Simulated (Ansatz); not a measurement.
# Re: the cost of one run

Method: DFT PBE, scalar-relativistic, in Ansatz 0.2.0.

2 further runs of the same task are left out: 2 that didn't finish. Runs told in other sessions of the task aren't counted.

## 1. The structure to begin with

It takes space group P6_3/mmc (No. 194, hexagonal). Conventional cell: a = 2.603 Å, b = 2.603 Å, c = 4.162 Å, α = 90.00°, β = 90.00°, γ = 120.00°. Re (site symmetry -6m2) is surrounded by 12 Re at 2.57 to 2.60 Å.

Structure file:

```xyz
2
Lattice="2.6029 0.0000 0.0000 -1.3015 2.2542 0.0000 0.0000 0.0000 4.1620" Properties=species:S:1:pos:R:3 pbc="T T T"
Re    0.0000    1.5028    1.0405
Re    1.3015    0.7514    3.1215
```

Atoms are numbered in the order of the input: Re1, Re2.

## 2. The deformed structure

Space group P6_3/mmc before, P6_3/mmc after.

## 3. All-electron LAPW

File input.yaml:

```yaml
crystal:
  lattice:
    - [2.550843051, 0.0, 0.0]
    - [-1.2754215255, 2.2090948832, 0.0]
    - [0.0, 0.0, 4.162]
  atoms:
    - { symbol: Re, position: [0.3333333333, 0.6666666667, 0.25] }
    - { symbol: Re, position: [0.6666666667, 0.3333333333, 0.75] }
kpoints:
  mp_grid: { grid: [18, 18, 10] }
scf:
  occupations: { method: fermi_dirac, width: 0.05 }
hamiltonian:
  xc: pbe
  pseudopotentials: { kind: all_electron, lapw: { basis_error: 0.00025 } }
output:
  forces: true
  stress: true
  eigenvalues: true
```

Run with:

```bash
$ ansatz run input.yaml --threads 1 --pin off --max-ram 2048MiB --backend cpu --events-out ev --progress --plain --runs-dir out
```

**Question.** How long does this run take on 1 thread of Arm Neoverse V1, shared host, and how much memory does it need?

About 2.3 min, with a peak of 1.1 GiB.
